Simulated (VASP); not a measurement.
Wanted: the native input for a VASP 6.6.1 run.

* Task: single point
* Functional: r2SCAN
* Potentials or basis: VASP PAW PBE potentials, release 64 (Zr_sv, B)
* Cutoff: 520 eV
* k mesh: 6 × 6 × 6
* Occupations: gaussian, width 0.1 eV
* Spin: no spin polarisation
* Dipole correction: no
* Further INCAR settings: ALGO = Normal; EDIFF = 1e-07; NBANDS = 16

Crystal: ZrB2.

```xyz
3
Lattice="0.0000 2.6655 4.3958 1.5972 0.0000 4.3958 1.5972 2.6655 0.0000" Properties=species:S:1:pos:R:3 pbc="T T T"
Zr    1.5972    2.6655    4.3958
B     1.5972    2.6655    1.8824
B     1.5972    2.6655    6.9091
```

The cell was built by a generator and needn't be a form met in nature.

The input as run:

POSCAR

```
ZrB2
1.0
    0.0000000000      2.6654549814      4.3957665887
    1.5972358308      0.0000000000      4.3957665887
    1.5972358308      2.6654549814      0.0000000000
Zr B
1 2
Direct
    0.5000000000      0.5000000000      0.5000000000
    0.2141145613      0.2141145613      0.7858854387
    0.7858854387      0.7858854387      0.2141145613
```

INCAR.step1

```
ALGO = Normal
EDIFF = 1E-4
ENCUT = 520
GGA = PE
ISMEAR = 0
LASPH = True
LCHARG = False
LREAL = False
LWAVE = True
NBANDS = 16
NELM = 100
PREC = Accurate
SIGMA = 0.1
```

INCAR.step2

```
ALGO = Normal
EDIFF = 1E-7
ENCUT = 520
ISIF = 2
ISMEAR = 0
ISTART = 1
LASPH = True
LCHARG = False
LMIXTAU = True
LREAL = False
LWAVE = False
METAGGA = R2SCAN
NBANDS = 16
NELM = 100
PREC = Accurate
SIGMA = 0.1
```

KPOINTS

```
k-points
0
Gamma
  6 6 6
```

Potentials or basis: VASP PAW PBE potentials, release 64 (Zr_sv, B).

Launch:

```sh
$ cat potpaw_PBE.64/Zr_sv/POTCAR potpaw_PBE.64/B/POTCAR > POTCAR
$ cp INCAR.step1 INCAR
$ mpirun -np 1 vasp_std > vasp.out
$ cp INCAR.step2 INCAR
$ mpirun -np 1 vasp_std > vasp.out
```

It gave:

```json
{
 "Pressure": "0.1 GPa",
 "Largest force": "0.027 eV/Å",
 "Band gap on the k mesh": "none (metal or under the smearing width)"
}
```

Caveat: the k mesh is coarse (spacing up to 0.40 Å⁻¹), so the values aren't converged; the PAW data sets were made with another functional, which shifts forces and pressure a little.

It took 110 s on 1 thread of Intel(R) Xeon(R) Platinum 8488C (Sapphire Rapids), on a shared host, peak memory 0.2 GiB.
